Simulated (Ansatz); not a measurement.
Structure relaxation of Hg2Se

The calculation used DFT PBE, scalar-relativistic, plane waves, PAW (Ansatz 0.2.0). Cutoff 420 eV, Γ-centred k mesh, Gaussian smearing, no spin polarisation in the final step.

The start puts Hg2Se on the anti-cadmium chloride structure type (R-3m, No. 166), with Se in place of Cd, Hg in place of Cl, at a guessed volume.

```xyz
3
Lattice="1.9610 1.1322 5.9227 -1.9610 1.1322 5.9227 0.0000 -2.2644 5.9227" Properties=species:S:1:pos:R:3 pbc="T T T"
Hg    0.0000    0.0000   13.3262
Hg    0.0000    0.0000    4.4421
Se    0.0000    0.0000    0.0000
```

Cell and atoms relax at zero pressure; the relaxation can't lower the symmetry of the start. After a coarse first stage the cell is made exact in the group found at 0.06 Å.

Formation energies are uncorrected and refer to the elements' standard structures at the same level.

Task: Describe the relaxed structure.

Result: It keeps R-3m (No. 166). The result has the cadmium chloride structure. Conventional cell: a = 4.217 Å, c = 15.461 Å. Hg is coordinated by 3 Se at 2.93 Å, 3 Hg at 3.09 Å and 1 Se at 3.53 Å; Se has 6 Hg at 2.93 Å.

Space group R-3m:H (No. 166). a = 4.217 Å, b = 4.217 Å, c = 15.461 Å, α = 90.00°, β = 90.00°, γ = 120.00°
```json
{"atom": "Hg", "site": "6c", "symmetry": "3m", "x": "0.0000", "y": "0.0000", "z": "0.7718"}
{"atom": "Se", "site": "3a", "symmetry": "-3m", "x": "0.0000", "y": "0.0000", "z": "0.0000"}
```

Task: What are its volume, energy, density and gap?

Result: The volume per atom is 26.46 Å³. The density is 10.04 g/cm³, the energy over the elements is 0.04 eV/atom and the gap on the 12×12×12 mesh is 0 eV (a metal).

The final run used a 12×12×12 mesh on its 3-atom cell and 0.10 eV smearing. For metals, differences of a few meV/atom aren't resolved. Spin–orbit coupling is left out. Symmetry constrained the relaxation, so the result can be a saddle point.

Cost: 3 runs of about 1.3 core-minutes in all, on Arm Neoverse V2 (shared hosts).